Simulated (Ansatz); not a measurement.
## SnSe2 (CdCl2 type): the band gap by level of theory

All numbers come from the plane-wave code Ansatz. No magnetic order and no zero-point or thermal motion; the cell was built from a prototype and may be hypothetical.

SnSe2 (CdCl2 type), relaxed with r2SCAN+rVV10. Space group R-3m (No. 166), trigonal; a = 3.825 Å, c = 19.005 Å in the conventional setting, 26.75 Å³ an atom. Around Sn lie 6 Se at 2.71 Å; around Se lie 3 Sn at 2.71 Å.

```cif
data_structure
_symmetry_space_group_name_H-M 'R-3m:H'
_symmetry_Int_Tables_number 166
_cell_length_a 3.8246
_cell_length_b 3.8246
_cell_length_c 19.0053
_cell_angle_alpha 90.000
_cell_angle_beta 90.000
_cell_angle_gamma 120.000
_cell_volume 240.75
loop_
_atom_site_label
_atom_site_type_symbol
_atom_site_symmetry_multiplicity
_atom_site_Wyckoff_symbol
_atom_site_fract_x
_atom_site_fract_y
_atom_site_fract_z
_atom_site_occupancy
Sn1 Sn 3 a 0.00000 0.00000 0.00000 1
Se1 Se 6 c 0.33333 0.66667 0.91722 1
```

Relaxed lattice by functional, symmetry kept:
```json
{"functional": "PBE-D3(BJ)", "k mesh": "8×8×8", "a (Å)": "3.835", "c (Å)": "18.533", "volume (Å³/atom)": "26.22"}
{"functional": "r2SCAN+rVV10", "k mesh": "8×8×8", "a (Å)": "3.825", "c (Å)": "19.005", "volume (Å³/atom)": "26.75"}
{"functional": "PBE-D4", "k mesh": "8×8×8", "a (Å)": "3.832", "c (Å)": "18.526", "volume (Å³/atom)": "26.17"}
```

On this one geometry the levels give:
```
                                    level  k mesh  gap (eV)      kind                         edges  least direct gap (eV)       rough cost
                                      LDA   8×8×8      0.14  indirect               Γ–S₀ (0.45) → F                   0.38   9 core-seconds
                                      PBE   8×8×8      0.31  indirect               Γ–S₀ (0.40) → F                   0.55   9 core-seconds
                                  PBE+SOC   8×8×8      0.32  indirect               Γ–S₀ (0.45) → F                   0.47  50 core-seconds
                                   r2SCAN   8×8×8      0.58  indirect               Γ–S₀ (0.45) → F                   0.82  17 core-seconds
                                    HSE06   6×6×6      0.96  indirect               Γ–S₀ (0.45) → F                   1.24  12 core-minutes
                                     PBE0   6×6×6      1.62  indirect               Γ–S₀ (0.45) → F                   1.90  12 core-minutes
G0W0@PBE (239 empty bands, 120 eV, 4×4×4)   4×4×4      0.87         –  (1/4, -1/2, -1/2) → F (mesh)                      –   5 core-minutes
G0W0@PBE (594 empty bands, 220 eV, 4×4×4)   4×4×4      0.88         –  (1/4, -1/2, -1/2) → F (mesh)                      –  30 core-minutes
```
PBE, PBE+SOC: smearing of 0.02 eV; the others have fixed occupations.
Wave cutoffs: 420 eV, 500 eV (r2SCAN).
Points off the special ones are mesh points or PBE's searched band edges, reused at the other levels.
The G0W0 gap is PBE's gap over the path plus the quasiparticle shift read on the mesh. G0W0 values are finite-basis, finite-mesh values.
Costs come from shared machines and give only the order; PBE's includes the band path. The runs had 2 threads of Intel(R) Xeon(R) Platinum 8259CL CPU @ 2.50GHz (Skylake/Cascade Lake), on a shared host.

The HSE06 gap is indirect, 0.96 eV (Γ–S₀ (0.45 of the way from Γ) to F), below the direct gap of 1.24 eV at F. Spin-orbit coupling changes the PBE gap by +0.009 eV, to 0.32 eV.

Taking G0W0@PBE (594 empty bands, 220 eV, 4×4×4), PBE's least gap plus the shift on the mesh, where the gap is 0.97 eV, 0.88 eV, as the yardstick (a computed one, not at the basis limit), HSE06 comes nearest, +0.08 eV off, at about 40 times r2SCAN's rough cost; G0W0 itself took about 120 times r2SCAN's rough cost. The others: r2SCAN -0.30, PBE -0.57, LDA -0.74, PBE0 +0.74 eV. The yardstick's own error is a tenth of an eV or more. r2SCAN covers 41 % of the step from PBE to HSE06, while HSE06 needs about 40 times r2SCAN's rough cost (on a coarser mesh). Spin-orbit coupling moves the least or the direct gap by up to 0.08 eV, so it is at the margin where a tenth of an eV counts. All these functionals give a gap of the same kind, indirect.

PBE (ground state on 6×6×6): The clamped-ion dielectric constant comes out as 10.69 along x and y, 6.74 along z. Born charges, averaged over directions: Sn +3.87, Se -1.93 e.

Only the levels marked +SOC include spin-orbit coupling.

PBE's least gap lies off this mesh and is smaller, so the gaps on the mesh aren't the band edges.
